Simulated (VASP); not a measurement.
# Settings for PbS: density of states

PbS, Cmcm (no. 63), 4 atoms in the cell. RPBE; PAW potentials Pb_d, S (PBE set). VASP 6.6.1.

Wanted: density of states by 0.5 eV bins within 20 %; centre of the states within 12 eV below the valence top within 0.1 eV.

What the run is for: density of states; Accuracy asked: screening; k mesh of the density: 6 × 6 × 5.

POSCAR:
```
PbS
1.0
    2.0799526950     -5.9912968650      0.0000000000
    2.0799526950      5.9912968650      0.0000000000
    0.0000000000      0.0000000000      4.2793209400
Pb S
2 2
Direct
    0.1305633500      0.8694366500      0.2500000000
    0.8694366500      0.1305633500      0.7500000000
    0.3547970900      0.6452029100      0.2500000000
    0.6452029100      0.3547970900      0.7500000000
```

The series start from Plane-wave cutoff (eV): 300; k-point mesh: 9 × 9 × 9; Energy points (NEDOS): 2001; Occupations for the DOS: ISMEAR=-5; Electronic threshold (eV): 1e-6; Precision mode (PREC): Accurate. Each series keeps the choices made before it, and each single choice may use up half of a tolerance. Times cover all steps of a run.

## Plane-wave cutoff (eV)

| Plane-wave cutoff (eV) | Density of states by 0.5 eV bins, largest deviation against the largest value | Centre of the states within 12 eV below the valence top (eV) | Time (s) |
|---|---|---|---|
| 210 | 0.73 % | -4.49 | 14 |
| 260 | 0.58 % | -4.48 | 16 |
| 300 | 0.43 % | -4.48 | 17 |
| 340 | 0.35 % | -4.48 | 23 |
| 420 | 0.017 % | -4.48 | 29 |
| 520 (reference) | 0 % | -4.48 | 42 |

Chosen: 210, the loosest value from which every tighter one stays within half of the tolerance.

## k-point mesh

| k-point mesh | Density of states by 0.5 eV bins, largest deviation against the largest value | Centre of the states within 12 eV below the valence top (eV) | Time (s) |
|---|---|---|---|
| 4 × 4 × 4 | 19 % | -4.46 | 7.3 |
| 5 × 5 × 5 | 21 % | -4.44 | 8.3 |
| 6 × 6 × 6 | 16 % | -4.47 | 8.9 |
| 8 × 8 × 7 | 10 % | -4.48 | 11 |
| 9 × 9 × 9 | 17 % | -4.49 | 14 |
| 11 × 11 × 10 | 3 % | -4.50 | 19 |
| 14 × 14 × 13 | 8.4 % | -4.51 | 32 |
| 16 × 16 × 15 (reference) | 0 % | -4.49 | 40 |

Chosen: 11 × 11 × 10.

## Energy points (NEDOS)

| Energy points (NEDOS) | Density of states by 0.5 eV bins, largest deviation against the largest value | Centre of the states within 12 eV below the valence top (eV) | Time (s) |
|---|---|---|---|
| 301 | 1.8 % | -4.54 | 18 |
| 501 | 0.61 % | -4.49 | 17 |
| 1001 | 0.09 % | -4.50 | 16 |
| 2001 | 0.036 % | -4.50 | 19 |
| 4001 (reference) | 0 % | -4.50 | 18 |

Chosen: 301.

## Occupations for the DOS

| Occupations for the DOS | Density of states by 0.5 eV bins, largest deviation against the largest value | Centre of the states within 12 eV below the valence top (eV) | Time (s) |
|---|---|---|---|
| ISMEAR=-5 | 0 % | -4.54 | 18 |
| ISMEAR=-4 | 0 % | -4.54 | 16 |
| ISMEAR=0 SIGMA=0.05 | 14 % | -4.46 | 19 |
| ISMEAR=0 SIGMA=0.1 | 13 % | -4.46 | 17 |
| ISMEAR=-15 SIGMA=0.025 | 0 % | -4.54 | 20 |

Chosen: ISMEAR=-5; no other choice that stays within half of the tolerance saves 30 % of the time.

## Electronic threshold (eV)

| Electronic threshold (eV) | Density of states by 0.5 eV bins, largest deviation against the largest value | Centre of the states within 12 eV below the valence top (eV) | Time (s) |
|---|---|---|---|
| 0.001 | 1 % | -4.53 | 17 |
| 0.0001 | 0.44 % | -4.54 | 17 |
| 1e-5 | 0.018 % | -4.54 | 18 |
| 1e-6 (reference) | 0 % | -4.54 | 18 |

Chosen: 0.001.

## Precision mode (PREC)

| Precision mode (PREC) | Density of states by 0.5 eV bins, largest deviation against the largest value | Centre of the states within 12 eV below the valence top (eV) | Time (s) |
|---|---|---|---|
| Normal | 0.41 % | -4.53 | 7.7 |
| Accurate (reference) | 0 % | -4.53 | 17 |

Chosen: Normal.

## All choices together

| Input | Density of states by 0.5 eV bins, largest deviation against the largest value | Centre of the states within 12 eV below the valence top (eV) | Time (s) |
|---|---|---|---|
| defaults for smearing, thresholds and mesh (naive) | 27 % | -4.48 | 7.7 |
| chosen settings | 1.8 % | -4.53 | 7.7 |
| reference settings throughout | 0 % | -4.51 | 124 |

The tolerance is met.

## The input

INCAR.step1:
```
SYSTEM = PbS
GGA = RP
ISMEAR = 0
SIGMA = 0.03
LWAVE = .False.
LCHARG = .True.
NBANDS = 40
PREC = Normal
LASPH = .True.
LREAL = .False.
ALGO = Normal
EDIFF = 0.001
NELM = 120
GGA_COMPAT = .False.
ENCUT = 210
EFERMI = MIDGAP
KPAR = 8
```

INCAR.step2, as INCAR.step1 but for:
```
- ISMEAR = 0
- SIGMA = 0.03
- LCHARG = .True.
+ ISMEAR = -5
+ LCHARG = .False.
+ NEDOS = 301
+ LORBIT = 11
+ EMIN = -11.3065
+ EMAX = 13.6935
+ ICHARG = 11
```

KPOINTS.step1:
```
k-points
0
Gamma
  6 6 5
```

KPOINTS.step2:
```
Automatic mesh
0
Gamma
  11 11 10
  0 0 0
```

Commands (each step's output is kept before the next begins):
```
cat potpaw_PBE.64/Pb_d/POTCAR potpaw_PBE.64/S/POTCAR > POTCAR
cp INCAR.step1 INCAR
cp KPOINTS.step1 KPOINTS
mpirun -np 8 vasp_std > vasp.out
cp INCAR.step2 INCAR
cp KPOINTS.step2 KPOINTS
mpirun -np 8 vasp_std > vasp.out
```

Limits: The window of 12 eV cuts through a band, so the centre of the states depends on that edge.

The chosen input took VASP 6.6.1 7.7 s on 8 cores (Intel Xeon 6975P-C (Granite Rapids)), a shared host.
